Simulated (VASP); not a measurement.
Set up this calculation in VASP 6.6.1, as the native input.

```
Task                   : relaxation of cell and atoms
Functional             : LDA
Potentials or basis    : VASP PAW LDA potentials, release 64 (Hf_pv, Si, O)
Cutoff                 : 600 eV
k mesh                 : 6 × 6 × 6
Occupations            : gaussian, width 0.03 eV
Spin                   : no spin polarisation
Further INCAR settings : ALGO = Normal; EDIFF = 1e-07; IBRION = 2; EDIFFG = -0.005; NSW = 90; ISIF = 3
```

The structure of HfSiO4 (Hafnon) lies in POSCAR:

```
HfSiO4                                  
1.0
   -3.2514295970      3.2514295970      2.9585487678
    3.2514295970     -3.2514295970      2.9585487678
    3.2514295970      3.2514295970     -2.9585487678
  Hf              Si              O             
     2     2     8
Direct
     0.7500000000000000    0.2500000000000000    0.5000000000000000
     0.0000000000000000    0.0000000000000000    0.0000000000000000
     0.2500000000000000    0.7500000000000000    0.5000000000000000
     0.5000000000000000    0.5000000000000000    0.0000000000000000
     0.1320157975467836    0.3175709705946690    0.8144448269521146
     0.0675709705946690    0.7531261436425543    0.6855551730478854
     0.5031261436425543    0.3175709705946690    0.1855551730478854
     0.0675709705946689    0.3820157975467836    0.3144448269521147
     0.6179842024532163    0.9324290294053312    0.6855551730478854
     0.6824290294053312    0.8679842024532163    0.1855551730478854
     0.2468738563574457    0.9324290294053312    0.3144448269521147
     0.6824290294053312    0.4968738563574457    0.8144448269521146
```

The input as run:

INCAR

```
SYSTEM = HfSiO4
PREC = Accurate
ENCUT = 600
EDIFF = 1E-7
ISMEAR = 0
SIGMA = 0.03
LREAL = .False.
LASPH = .True.
NELM = 80
ALGO = Normal
ISIF = 3
LWAVE = .False.
LCHARG = .False.
GGA = CA
IBRION = 2
NSW = 90
EDIFFG = -0.005
KPAR = 4
```

KPOINTS

```
Automatic mesh
0
Gamma
  6 6 6
  0 0 0
```

Potentials or basis: VASP PAW LDA potentials, release 64 (Hf_pv, Si, O).

The run is started by

```console
$ cat potpaw_LDA.64/Hf_pv/POTCAR potpaw_LDA.64/Si/POTCAR potpaw_LDA.64/O/POTCAR > POTCAR
$ mpirun -np 4 vasp_std > vasp.out
```

It gave:

| Property | Result |
| --- | --- |
| Relaxed volume | 10.43 Å³/atom |
| Relaxed cell | a = 5.469 Å, b = 5.469 Å, c = 5.469 Å, α = 107.02°, β = 107.02°, γ = 114.50° |
| Space group after relaxing (to 0.05 Å) | I4_1/amd (No. 141) |
| Energy gained by relaxing | 0.0 meV/atom |
| Ionic steps | 5 |
| Pressure after relaxing | 0.0 GPa |
| Largest force after relaxing | 0.004 eV/Å |
| Band gap on the k mesh | 5.42 eV, indirect (least direct gap 5.81 eV) |

Caveat: spin-orbit coupling is left out, which moves the levels of the heavy elements.

Wall time 2.3 min on 4 MPI ranks on Intel(R) Xeon(R) Platinum 8488C (Sapphire Rapids), with other jobs on the host, peak memory 0.37 GiB a rank.
